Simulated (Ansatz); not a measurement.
A run of Ansatz 0.2.0 is set up as follows.

Contents of input.yaml:

```yaml
crystal:
  lattice:
    - [2.9682645463, 0.0, 0.0]
    - [0.0002080834, 4.7076067549, 0.0]
    - [1.4835696211, 0.242353462, 7.0834647979]
  atoms:
    - { symbol: Ti, position: [0.00337187, 0.00038881, 0.00070319] }
    - { symbol: Ti, position: [0.34464021, 0.48025965, 0.31695987] }
    - { symbol: Ti, position: [0.66170814, 0.52047436, 0.68449636] }
    - { symbol: O, position: [0.44003816, 0.18543769, 0.1285388] }
    - { symbol: O, position: [0.77792634, 0.29772875, 0.45187807] }
    - { symbol: O, position: [0.10123624, 0.30895342, 0.80624322] }
    - { symbol: O, position: [0.90649721, 0.69183699, 0.19517157] }
    - { symbol: O, position: [0.22940715, 0.70300728, 0.54951473] }
    - { symbol: O, position: [0.56802567, 0.81530006, 0.87282718] }
hamiltonian:
  xc: r2scan
  pseudopotentials: { kind: paw }
  dispersion: d3bj
kpoints:
  mp_grid: { grid: [9, 6, 4] }
scf:
  occupations: { method: fermi_dirac, width: 0.05 }
output:
  forces: true
  stress: true
  eigenvalues: true
  write_density: true
  write_potential: true
  elf: true
  volumetric_format: npy
relax:
  f_tol: 0.01
  max_steps: 40
  cell: { stress_tol: 0.05 }
```

Potentials or basis: Ansatz PAW.

The run is started by

```sh
$ ansatz run input.yaml --threads 4 --pin off --max-ram 11264MiB --backend cpu --events-out ev --progress --plain --runs-dir out
```

(1) What does it give for the space group after relaxing (to 0.05 Å)?

(2) Predict the relaxed volume.

Answers

(1) C2/m (No. 12).

(2) 10.84 Å³/atom.

Caveat: odd divisions of the mesh miss points on the zone boundary, where band edges often lie, so the gap on the mesh can be too wide; the PAW data sets come from PBE, with cores solved anew for the run's functional, which leaves a small shift of forces and pressure; the dispersion damping was fitted for another functional or another form of the correction.
